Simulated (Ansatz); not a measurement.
**Stress against strain in Sb**

```
CELL_PARAMETERS angstrom
2.15060 1.24165 3.74400
-2.15060 1.24165 3.74400
0.00000 -2.48330 3.74400
ATOMIC_POSITIONS crystal
Sb 0.23364 0.23364 0.23364
Sb 0.76636 0.76636 0.76636
```

Atoms are numbered in the order listed.

The cell is a measured one (Crystallography Open Database entry 9009654); the temperature and pressure of the measurement aren't taken into account, and nothing was relaxed.

No spin–orbit coupling, which matters for the heavy atoms here.

These are results of DFT, PBE, all-electron LAPW, scalar-relativistic in Ansatz 0.2.0, not measurements.

Numerical set-up: a Γ-centred 9×9×9 k mesh, Fermi–Dirac smearing of 0.05 eV, basis error target 0.5 meV/atom, no spin polarisation.

The strain is applied along the Cartesian axes of the cell as listed (the other components stay zero). Fractional coordinates are held (clamped ions).

σ is the change of stress from the unstrained cell, which is at 3.13 GPa; tension is positive, so slopes are stress–strain coefficients at that pressure. In a metal the k mesh adds noise.

Only quantities that a quadratic follows smoothly over the whole series are listed; rougher ones are left out.

```tsv
εzz	σzz (GPa)	σxx (GPa)
-0.0300	-2.39	-1.53
-0.0200	-1.57	-1.00
0.0000	0.00	0.00
0.0100	0.75	0.46
0.0200	1.46	0.90
0.0300	2.12	1.33
```

(1) Fit the series and read off the stiffness at zero strain.

(2) One run, at εzz = -0.0100, is withheld. Predict its row.

## Answers

(1) Least-squares fits y = p0 + p1 x + p2 x² to the rows give σzz (GPa): p1 = 75.4, p2 = -160; σxx (GPa): p1 = 47.6, p2 = -110. So C33 = 75 GPa and C13 = 48 GPa, for these axes.

(2) The fits give -0.76, -0.49; the run gave -0.78, -0.49.
